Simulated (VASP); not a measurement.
KCl: single point with LDA

The system is KCl.

```
K Cl
1.0
     3.63400    0.00000    0.00000
     0.00000    3.63400    0.00000
     0.00000    0.00000    3.63400
K Cl
1 1
Direct
  0.00000 0.00000 0.00000
  0.50000 0.50000 0.50000
```

Measurements of this composition are mostly on another form, of space group No. 225.

```json
{
 "Program": "VASP 6.6.1",
 "Task": "single point",
 "Functional": "LDA",
 "Potentials or basis": "VASP PAW LDA potentials, release 64 (K_sv, Cl)",
 "Cutoff": "520 eV",
 "k mesh": "4 × 4 × 4",
 "Occupations": "gaussian, width 0.02 eV",
 "Spin": "no spin polarisation",
 "Further INCAR settings": "ALGO = Normal; EDIFF = 1e-07; NBANDS = 15"
}
```

- Pressure: 0.2 GPa
- Band gap on the k mesh: 5.13 eV, indirect (least direct gap 5.37 eV)

Levels at points of the mesh, in eV from the valence-band top:
| k point | band 6 | band 7 | band 8 | band 9 | band 10 | band 11 |
| --- | --- | --- | --- | --- | --- | --- |
| (0.00, 0.00, 0.00) | -0.24 | -0.24 | -0.24 | 5.13 | 6.02 | 6.02 |
| (0.50, 0.00, 0.00) | -2.34 | -0.31 | -0.31 | 7.63 | 8.18 | 8.86 |
| (0.50, 0.50, 0.00) | -1.49 | -1.49 | 0.00 | 5.88 | 7.16 | 8.81 |
| (0.50, 0.50, 0.50) | -1.82 | -1.82 | -1.82 | 8.99 | 8.99 | 8.99 |

Run time: 4.2 s on 1 thread of Intel(R) Xeon(R) Platinum 8488C (Sapphire Rapids) (shared host), peak memory 0.13 GiB.

Caveat: the k mesh is coarse (spacing up to 0.43 Å⁻¹), so the values aren't converged. A k mesh can miss the band edges.
